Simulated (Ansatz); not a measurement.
Relaxed structure of CH3SiH3 on the (100) surface of TiC, one molecule per 36.8 Å² (the molecule's atoms stand last):

```yaml
crystal:
  lattice:
    - [6.06863, 0.00000, 0.00000]
    - [0.00000, 6.06863, 0.00000]
    - [0.00000, 0.00000, 26.81215]
  atoms:
    - { symbol: Ti, position: [0.25000, 0.25000, 0.29837] }
    - { symbol: Ti, position: [0.25000, 0.75000, 0.29837] }
    - { symbol: Ti, position: [0.75000, 0.25000, 0.29837] }
    - { symbol: Ti, position: [0.75000, 0.75000, 0.29837] }
    - { symbol: C, position: [0.50000, 0.50000, 0.29837] }
    - { symbol: C, position: [0.50000, 0.00000, 0.29837] }
    - { symbol: C, position: [0.00000, 0.50000, 0.29837] }
    - { symbol: C, position: [0.00000, 0.00000, 0.29837] }
    - { symbol: Ti, position: [0.50000, 0.50000, 0.37839] }
    - { symbol: Ti, position: [0.50000, 0.00000, 0.37839] }
    - { symbol: Ti, position: [0.00000, 0.50000, 0.37839] }
    - { symbol: Ti, position: [0.00000, 0.00000, 0.37839] }
    - { symbol: C, position: [0.75000, 0.75000, 0.37839] }
    - { symbol: C, position: [0.75000, 0.25000, 0.37839] }
    - { symbol: C, position: [0.25000, 0.75000, 0.37839] }
    - { symbol: C, position: [0.25000, 0.25000, 0.37839] }
    - { symbol: Ti, position: [0.75109, 0.75001, 0.45780] }
    - { symbol: Ti, position: [0.75159, 0.25000, 0.45805] }
    - { symbol: Ti, position: [0.24908, 0.75001, 0.45780] }
    - { symbol: Ti, position: [0.24835, 0.25001, 0.45806] }
    - { symbol: C, position: [0.00003, 0.99996, 0.45786] }
    - { symbol: C, position: [0.00002, 0.50006, 0.45786] }
    - { symbol: C, position: [0.50004, 0.00026, 0.45838] }
    - { symbol: C, position: [0.50004, 0.49975, 0.45838] }
    - { symbol: Ti, position: [0.00016, 0.99926, 0.53708] }
    - { symbol: Ti, position: [0.00015, 0.50075, 0.53708] }
    - { symbol: Ti, position: [0.50021, 0.99902, 0.53561] }
    - { symbol: Ti, position: [0.50021, 0.50100, 0.53561] }
    - { symbol: C, position: [0.25180, 0.25007, 0.54103] }
    - { symbol: C, position: [0.25197, 0.75000, 0.54036] }
    - { symbol: C, position: [0.74791, 0.24999, 0.54104] }
    - { symbol: C, position: [0.74836, 0.75003, 0.54037] }
    - { symbol: C, position: [0.25695, 0.24981, 0.66727] }
    - { symbol: Si, position: [0.00952, 0.24991, 0.62508] }
    - { symbol: H, position: [0.25642, 0.10172, 0.69091] }
    - { symbol: H, position: [0.25459, 0.39558, 0.69161] }
    - { symbol: H, position: [0.41195, 0.25179, 0.64608] }
    - { symbol: H, position: [0.00096, 0.00416, 0.60848] }
    - { symbol: H, position: [0.00054, 0.49568, 0.60852] }
    - { symbol: H, position: [0.80370, 0.24984, 0.65608] }
```

All numbers below come from DFT PBE+D3(BJ), scalar-relativistic, plane waves, PAW (Ansatz). Cutoff 420 eV; k points 3×3×1 on the computed 40-atom cell (Γ-centred); Gaussian smearing, width 0.10 eV; no spin polarisation. The cell repeats along c with a dipole correction in the vacuum.

The slab and the molecular layer are also computed alone at these places. These parts run without spin polarisation, which overstates interaction and deformation alike where bonds are broken.

Question: How does the adsorption energy per molecule split into interaction and deformation?

Answer: E_ads = -0.851 eV: interaction of the rigid parts -1.577 eV, deformation of the slab +0.043 eV, deformation of the molecule with its lateral interactions +0.683 eV.

Question: How much charge moves across the plane at z = 15.41 Å, midway between slab and molecule?

Answer: About 0.07 electrons a cell move up to the molecule; half the integral of |Δρ| is 0.44 e.